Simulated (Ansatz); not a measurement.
**Te2Mo under changes of volume**

One of the cells (133.495 Å³/atom); the others are scaled copies at fixed shape and fractional positions:

```
CELL_PARAMETERS angstrom
6.36161 0.00000 0.00000
0.00000 3.48040 0.00000
-0.08574 0.00000 36.17589
ATOMIC_POSITIONS crystal
Te 0.42925 0.75000 0.54070
Te 0.57075 0.25000 0.45930
Te 0.92085 0.25000 0.55653
Te 0.07915 0.75000 0.44347
Mo 0.18135 0.25000 0.49747
Mo 0.81865 0.75000 0.50253
```

| Item | Value |
| --- | --- |
| Program | Ansatz 0.2.0 |
| Functional | m-r2SCAN |
| Potentials or basis | Ansatz PAW |
| Cutoff | 500 eV (not typed: the program's choice for these potentials) |
| k mesh | 4 × 8 × 1 |
| Occupations | fermi-dirac, width 0.05 eV |
| Spin | no spin polarisation |

```tsv
volume (Å³/atom)	energy over the lowest point (meV/atom)	largest force (eV/Å)
125.485	30.86	1.131
128.155	13.09	0.725
130.825	3.07	0.352
133.495	0.00	0.019
136.165	3.16	0.311
138.835	11.89	0.603
141.505	?	?
```

Question: What does the run at 141.505 Å³/atom give?

Answer: Energy over the lowest point 25.62 meV/atom; largest force 0.873 eV/Å.

Worked out: A Birch-Murnaghan fit of order 3 (a polynomial in V^(-2/3)) to the other rows has its minimum at 133.43 Å³/atom with B0 = V·E''(V) = 18.7 GPa and B' = 4.5 at fixed shape and positions, which overstates the stiffness. It gives 25.63 meV/atom at 141.505 Å³/atom, against the run's 25.62.

Energies are extrapolated to zero smearing.

Caveats: the PAW data sets come from PBE, with cores solved anew for the run's functional, which leaves a small shift of forces and pressure.
